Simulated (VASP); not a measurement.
Runs of VASP 6.6.1 on Te2Pt (Moncheite). Symmetry: P-3m1, No. 164, trigonal system. The conventional cell has a = 4.049 Å, b = 4.049 Å, c = 5.132 Å, α = 90.00°, β = 90.00°, γ = 120.00°. Te (site symmetry 3m) is surrounded by 3 Pt at 2.70 Å. Pt (site symmetry -3m) has 6 Te at 2.70 Å as nearest neighbours. 

| task | level | cell | cutoff (eV) | gap on the mesh (eV) | pressure (GPa) | relaxed volume (Å³/atom) | largest force (eV/Å) |
| --- | --- | --- | --- | --- | --- | --- | --- |
| single point | PBE+D3(BJ) | P-3m1, 24.28 Å³/atom | 520 | none | -0.2 | - | 0.01 |
| relaxation of cell and atoms | r2SCAN+rVV10 | relaxed | 600 | none | 0.0 | 25.10 | - |
| relaxation of cell and atoms | PBE+D3(BJ) | relaxed | 600 | none | 0.0 | (a) | - |
| single point | r2SCAN+rVV10 | P-3m1, 25.0 Å³/atom | 520 | none | 0.3 | - | (b) |

Alike in all rows: potentials or basis VASP PAW PBE potentials, release 64 (Te, Pt); no spin polarisation; k mesh 6 × 6 × 4; smearing fermi-dirac 0.02 eV.

Problem. Estimate the missing entries.

Solution. (a) 24.23; (b) 0.03.

Caveats: pairwise dispersion overbinds metals, which lowers pressure and volume; the PAW data sets were made with another functional, which shifts forces and pressure a little (some runs).

A k mesh can miss the band edges, and the runs leave out spin-orbit coupling on Pt, Te.

A gap of «none» marks a metal or a gap under the smearing width.
